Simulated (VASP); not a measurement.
# Au (Fm-3m) in VASP: settings compared

Aim: see how the results for Au move with the level of theory and the settings. Levels: PBEsol, LDA, PBE, PBE+D3(BJ). Tasks: relaxation of cell and atoms.

Everything below comes from runs of VASP 6.6.1. Logs are shortened: lines on timing, memory, paths and dates and some standing lists are left out, and cuts for length are marked.

**1. Starting point**

It takes space group Fm-3m (No. 225, cubic). Conventional cell: a = 4.117 Å, b = 4.117 Å, c = 4.117 Å, α = 90.00°, β = 90.00°, γ = 90.00°. Au (site symmetry m-3m) is surrounded by 12 Au at 2.91 Å.

**2. Relaxation of cell and atoms, PBEsol**

INCAR

```
SYSTEM = Au
PREC     = Accurate       ! precision mode
ENCUT    = 600            ! plane-wave cutoff, eV
EDIFF    = 1E-7           ! SCF threshold, eV
ISMEAR   = 0              ! smearing method
SIGMA    = 0.1            ! smearing width, eV
LREAL    = .FALSE.        ! projectors in reciprocal space
LASPH    = .TRUE.         ! aspherical terms in the spheres
NELM     = 100            ! most SCF steps
ALGO     = Fast           ! electronic algorithm
ISIF     = 3              ! what is computed and relaxed
LWAVE    = .FALSE.        ! write WAVECAR
LCHARG   = .FALSE.        ! write CHGCAR
GGA      = PS             ! functional
IBRION   = 2              ! ionic algorithm
NSW      = 90             ! ionic steps
EDIFFG   = -0.005         ! ionic threshold
```

KPOINTS

```
regular mesh
0
G
  18 18 18
  0 0 0
```

POSCAR

```
Au
1.0
    0.0000000000      2.0585000000      2.0585000000
    2.0585000000      0.0000000000      2.0585000000
    2.0585000000      2.0585000000      0.0000000000
Au
1
Direct
    0.0000000000      0.0000000000      0.0000000000
```

Potentials or basis: VASP PAW PBE potentials, release 64 (Au).

Run with:

```bash
cat potpaw_PBE.64/Au/POTCAR > POTCAR
mpirun -np 1 vasp_std > vasp.out
```

OUTCAR:

```text
SYSTEM = Au
   PREC = Accurate
   ENCUT = 600
   EDIFF = 1E-7
   ISMEAR = 0
   LREAL = .FALSE.
   LASPH = .TRUE.
   NELM = 100
   ISIF = 3
   GGA = PS
   IBRION = 2
   NSW = 90
   EDIFFG = -0.005

 ion  position               nearest neighbor table
   1  0.000  0.000  0.000-

  LATTYP: Found a face centered cubic cell.
 ALAT       =     4.1170000000

  Lattice vectors:

 A1 = (   0.0000000000,   2.0585000000,   2.0585000000)
 A2 = (   2.0585000000,   0.0000000000,   2.0585000000)
 A3 = (   2.0585000000,   2.0585000000,   0.0000000000)

Analysis of symmetry for initial positions (statically):
=====================================================================
 Subroutine PRICEL returns:
 Original cell was already a primitive cell.

 Routine SETGRP: Setting up the symmetry group for a
 face centered cubic supercell.

 Subroutine GETGRP returns: Found 48 space group operations
 (whereof 48 operations were pure point group operations)
 out of a pool of 48 trial point group operations.

The static configuration has the point symmetry O_h .

Analysis of symmetry for dynamics (positions and initial velocities):
=====================================================================
 Subroutine PRICEL returns:
 Original cell was already a primitive cell.

 Routine SETGRP: Setting up the symmetry group for a
 face centered cubic supercell.

 Subroutine GETGRP returns: Found 48 space group operations
 (whereof 48 operations were pure point group operations)
 out of a pool of 48 trial point group operations.

The dynamic configuration has the point symmetry O_h .

 Subroutine INISYM returns: Found 48 space group operations
 (whereof 48 operations are pure point group operations),
 and found     1 'primitive' translations

----------------------------------------------------------------------------------------

                                     Primitive cell

  volume of cell :      17.4455

  direct lattice vectors                    reciprocal lattice vectors
     0.000000000  2.058500000  2.058500000    -0.242895312  0.242895312  0.242895312
     2.058500000  0.000000000  2.058500000     0.242895312 -0.242895312  0.242895312
     2.058500000  2.058500000  0.000000000     0.242895312  0.242895312 -0.242895312

[... 96 lines left out ...]
   ISMEAR =     0;   SIGMA  =   0.10  broadening in eV -4-tet -1-fermi 0-gaus
   EFERMI_NEDOS =   21; number of points for ismear=-14 and -15
   IALGO  =     68    algorithm
   IMIX   =      4    mixing-type and parameters
     AMIX     =   0.40;   BMIX     =  1.00
     AMIX_MAG =   1.60;   BMIX_MAG =  1.00
  volume/ion in A,a.u.               =      17.45       117.73
  Fermi-wavevector in a.u.,A,eV,Ry     =   1.403820  2.652836 26.813157  1.970711
  Thomas-Fermi vector in A             =   2.526444
   LORBIT       =      0    0 simple, 1 ext, 2 COOP (PROOUT), +10 PAW based schemes
   GGA     = PS    functional components
   LHFCALC =     F    Hartree Fock is set to
   AEXX    =    0.0000 exact exchange contribution
   IVDW    =     0    specifies the selected vdW correction
   LEPSILON=     F    determine dielectric tensor
   LRPA    =     F    only Hartree local field effects (RPA)
 conjugate gradient relaxation of ions
 non-spin polarized calculation
 RMM-DIIS sequential band-by-band and
 Gauss-broadening in eV      SIGMA  =   0.10
  energy-cutoff  :      600.00
  volume of cell :       17.45
 maximum number of plane-waves:       594
   NGX = 11   NGY = 11   NGZ = 11

--------------------------------------- Ionic step        1  -------------------------------------------

 number of electron      11.0000001 magnetization

 Free energy of the ion-electron system (eV)
  ---------------------------------------------------
  ext. energy  EPLUGINS =         0.00000000
  ---------------------------------------------------
  free energy    TOTEN  =        -3.91918807 eV

  energy without entropy =       -3.91782696  energy(sigma->0) =       -3.91850752

------------------------ aborting loop because EDIFF is reached ----------------------------------------

  FORCE on cell =-STRESS in cart. coord.  units (eV):
  Direction    XX          YY          ZZ          XY          YZ          ZX
  --------------------------------------------------------------------------------------
  -------------------------------------------------------------------------------------
  Total       -0.4516366     -0.4516366     -0.4516366      0.0000000      0.0000000      0.0000000
  in kB      -41.4779284    -41.4779284    -41.4779284      0.0000000      0.0000000      0.0000000
  external PRESSURE =     -41.4779284 kB  Pullay stress =       0.0000000 kB
[... 92 lines left out ...]
--------------------------------------- Ionic step        4  -------------------------------------------

 number of electron      11.0000000 magnetization

 Free energy of the ion-electron system (eV)
  ---------------------------------------------------
  ext. energy  EPLUGINS =         0.00000000
  ---------------------------------------------------
  free energy    TOTEN  =        -3.92504513 eV

  energy without entropy =       -3.92362043  energy(sigma->0) =       -3.92433278

 E-fermi :   9.2857     XC(G=0): -12.8975

 val. band max:        9.2829286136   @ k =   0.5000   0.1667   0.0556
 cond. band min:       9.2910279556   @ k =   0.5000   0.2778   0.1111
 fundamental gap:      0.0080993420
 Fermi energy:         9.2856755774

 k-point     1 :       0.0000    0.0000    0.0000
  band No.  band energies     occupation
      1      -0.6290      2.00000
      2       4.6257      2.00000
      3       4.6257      2.00000
      4       4.6257      2.00000
      5       6.1619      2.00000
      6       6.1619      2.00000
      7      23.8119      0.00000
      8      27.8193      0.00000
      9      27.8193      0.00000
[... 265 lines left out ...]
 k-point    24 :      -0.2222    0.0556    0.0000
  band No.  band energies     occupation
      1       1.1767      2.00000
      2       4.3471      2.00000
      3       4.9330      2.00000
      4       4.9723      2.00000
      5       6.0634      2.00000
      6       6.5492      2.00000
      7      20.8771      0.00000
      8      24.9039      0.00000
      9      27.8455      0.00000

 [... further k-points ...]

------------------------ aborting loop because EDIFF is reached ----------------------------------------

  FORCE on cell =-STRESS in cart. coord.  units (eV):
  Direction    XX          YY          ZZ          XY          YZ          ZX
  --------------------------------------------------------------------------------------
  -------------------------------------------------------------------------------------
  Total        0.0041135      0.0041135      0.0041135     -0.0000000      0.0000000     -0.0000000
  in kB        0.3875846      0.3875846      0.3875846     -0.0000000      0.0000000     -0.0000000
  external PRESSURE =       0.3875846 kB  Pullay stress =       0.0000000 kB
[... 16 lines left out ...]
  FREE ENERGIE OF THE ION-ELECTRON SYSTEM (eV)
  ---------------------------------------------------
  free  energy   TOTEN  =        -3.9250451292 eV

  energy  without entropy=       -3.9236204325  energy(sigma->0) =       -3.92433278

 reached required accuracy - stopping structural energy minimisation
```

CONTCAR:

```text
Au
   1.00000000000000
     0.0000000000000000    2.0409885031127262    2.0409885031127262
     2.0409885031127262    0.0000000000000000    2.0409885031127262
     2.0409885031127262    2.0409885031127262   -0.0000000000000000
  Au
     1
Direct
     1.0000000000000000    0.0000000000000000    1.0000000000000000

  0.00000000E+00  0.00000000E+00  0.00000000E+00
```

Run time: 36 s. Hardware: 1 thread of Intel Xeon 6975P-C (Granite Rapids), shared host; peak memory 0.18 GiB.

What came out:

| Item | Value |
| --- | --- |
| Free energy | -3.9250 eV |
| Relaxed volume | 17.00 Å³/atom |
| Relaxed cell | a = 2.886 Å, b = 2.886 Å, c = 2.886 Å, α = 60.00°, β = 60.00°, γ = 60.00° |
| Space group after relaxing (to 0.05 Å) | Fm-3m (No. 225) |
| Energy gained by relaxing | 5.9 meV/atom |
| Ionic steps | 4 |
| Pressure after relaxing | 0.0 GPa |
| Band gap on the k mesh | none (metal or under the smearing width) |

The path:
| step | energy change (eV) | largest force (eV/Å) | pressure (GPa) | volume (Å³) |
| --- | --- | --- | --- | --- |
| 1 | 0.0000 | 0.0000 | -4.15 | 17.45 |
| 2 | 0.0103 | 0.0000 | 7.97 | 16.33 |
| 3 | -0.0059 | 0.0000 | -0.06 | 17.01 |
| 4 | -0.0059 | 0.0000 | 0.04 | 17.00 |

Final structure:
```
Au
1.0
     0.00000    2.04099    2.04099
     2.04099    0.00000    2.04099
     2.04099    2.04099    0.00000
Au
1
Direct
  0.00000 0.00000 0.00000
```

Caveat: the PAW data sets were made with another functional, which shifts forces and pressure a little.

**3. Relaxation of cell and atoms, LDA**

INCAR, as its differences from that of step 2:

```diff
@@ -13,3 +13,3 @@
 LCHARG   = .FALSE.        ! write CHGCAR
-GGA      = PS             ! functional
+GGA      = CA             ! functional
 IBRION   = 2              ! ionic algorithm
```

KPOINTS is that of step 2.

POSCAR is that of step 2.

Potentials or basis: VASP PAW LDA potentials, release 64 (Au).

Run with:

```bash
cat potpaw_LDA.64/Au/POTCAR > POTCAR
mpirun -np 1 vasp_std > vasp.out
```

Run time: 32 s. Hardware: 1 thread of Intel Xeon 6975P-C (Granite Rapids), shared host; peak memory 0.18 GiB.

It converged, with:

```
Free energy                            : -4.4462 eV
Relaxed volume                         : 16.64 Å³/atom
Relaxed cell                           : a = 2.866 Å, b = 2.866 Å, c = 2.866 Å, α = 60.00°, β = 60.00°, γ = 60.00°
Space group after relaxing (to 0.05 Å) : Fm-3m (No. 225)
Energy gained by relaxing              : 21.2 meV/atom
Ionic steps                            : 4
Pressure after relaxing                : 0.0 GPa
Band gap on the k mesh                 : none (metal or under the smearing width)
```

Step by step:
| step | energy change (eV) | largest force (eV/Å) | pressure (GPa) | volume (Å³) |
| --- | --- | --- | --- | --- |
| 1 | 0.0000 | 0.0000 | -7.98 | 17.45 |
| 2 | 0.0518 | 0.0000 | 19.65 | 15.34 |
| 3 | -0.0212 | 0.0000 | -0.30 | 16.66 |
| 4 | -0.0212 | 0.0000 | 0.02 | 16.64 |

Final structure:
```xyz
1
Lattice="0.0000 2.0262 2.0262 2.0262 0.0000 2.0262 2.0262 2.0262 0.0000" Properties=species:S:1:pos:R:3 pbc="T T T"
Au    0.0000    0.0000    0.0000
```

Levels at points of the mesh, in eV from the Fermi level:
```
           k point  band 3  band 4  band 5  band 6  band 7  band 8  band 9
(0.00, 0.00, 0.00)   -4.82   -4.82   -3.21   -3.21   14.47   18.57   18.57
(0.50, 0.00, 0.00)   -4.85   -1.96   -1.96   -1.10    3.20   13.93   17.22
(0.50, 0.50, 0.00)   -1.99   -1.62   -1.62    0.92    5.96   10.01   10.01
```

Spin-orbit coupling is left out, which matters for the levels of Au. Zero-point motion and thermal expansion aren't in these numbers.

(Continued in part 2 of 2.)
